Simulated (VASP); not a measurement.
**A VASP 6.6.1 single-point calculation on Cu₂O**

INCAR

```
ISIF = 2
NBANDS = 37
IVDW = 12
ISMEAR = -1
LWAVE = .FALSE.
MAGMOM = 0.5 -0.5 0.5 -0.5 0.5 -0.5
ISPIN = 2
ENCUT = 520
LCHARG = .FALSE.
NSW = 0
GGA = PE
NELM = 120
EDIFF = 1E-7
LREAL = .FALSE.
PREC = Accurate
IBRION = -1
LASPH = .TRUE.
SIGMA = 0.02
```

KPOINTS

```
KPOINTS created by Atomic Simulation Environment
0
Gamma
9 9 9
0 0 0
```

POSCAR

```
Cu O
 1.0000000000000000
     4.2460802981756025   -0.0000000000000000    0.0000000000000000
    -0.0000000000000000    4.2460802981756025   -0.0000000000000000
    -0.0000000000000000   -0.0000000000000000    4.2460802981756025
 Cu  O
   4   2
Cartesian
  1.0615200745439006  1.0615200745439006  3.1845602236317019
  3.1845602236317019  1.0615200745439006  1.0615200745439006
  1.0615200745439006  3.1845602236317019  1.0615200745439006
  3.1845602236317019  3.1845602236317019  3.1845602236317019
  2.1230401490878013  2.1230401490878013  2.1230401490878013
 -0.0000000000000000  0.0000000000000000  0.0000000000000000
```

The recommended PBE PAW datasets give the neutral cell 56 valence electrons.

Command

```
mpirun -np 1 vasp_std
```

Task: Predict the outcome of this run.

Result: It converged. Results: pressure 1.3 GPa; magnetic moment of the cell 0.00 μB.

OSZICAR

```
N       E                     dE             d eps       ncg     rms          rms(c)
DAV:   1     0.544112142334E+03    0.54411E+03   -0.25013E+04 11124   0.239E+03
DAV:   2     0.608872269250E+02   -0.48322E+03   -0.45976E+03 11180   0.455E+02
DAV:   3    -0.274812466562E+02   -0.88368E+02   -0.83987E+02 14022   0.215E+02
DAV:   4    -0.330220061310E+02   -0.55408E+01   -0.54620E+01 16207   0.605E+01
DAV:   5    -0.330789127448E+02   -0.56907E-01   -0.56879E-01 14707   0.734E+00    0.196E+01
DAV:   6    -0.303755899663E+02    0.27033E+01   -0.52959E+01 14616   0.136E+02    0.124E+01
DAV:   7    -0.271697537573E+02    0.32058E+01   -0.13676E+01 14447   0.873E+01    0.313E+00
DAV:   8    -0.272599781826E+02   -0.90224E-01   -0.16214E+00 13237   0.736E+00    0.160E+00
DAV:   9    -0.272359498042E+02    0.24028E-01   -0.73182E-02 15231   0.353E+00    0.690E-01
DAV:  10    -0.272332523654E+02    0.26974E-02   -0.25913E-02 16369   0.258E+00    0.292E-01
DAV:  11    -0.272320986044E+02    0.11538E-02   -0.28118E-03 16609   0.702E-01    0.895E-02
DAV:  12    -0.272321705955E+02   -0.71991E-04   -0.10984E-03 17040   0.285E-01    0.362E-02
DAV:  13    -0.272321715120E+02   -0.91648E-06   -0.65139E-05 15592   0.110E-01    0.188E-02
DAV:  14    -0.272321683574E+02    0.31546E-05   -0.30466E-05 16896   0.467E-02    0.346E-03
DAV:  15    -0.272321685035E+02   -0.14607E-06   -0.14053E-06 13770   0.159E-02    0.919E-04
DAV:  16    -0.272321684987E+02    0.47512E-08   -0.39005E-08  6941   0.323E-03
   1 F= -.29102380E+02 E0= -.29102380E+02  d E =-.350085E-08  mag=     0.0000
```

Standard output (part)

```
POSCAR found type information on POSCAR CuO
 POSCAR found :  2 types and       6 ions
 LDA part: xc-table for (Slater+PW92), standard interpolation
 POSCAR, INCAR and KPOINTS ok, starting setup
 WAVECAR not read
 entering main loop
```

For comparison, a separate PBE run of the intended cell, on usual settings and not on those above, gives a gap of 0.56 eV on its mesh and a pressure of 5.3 GPa.
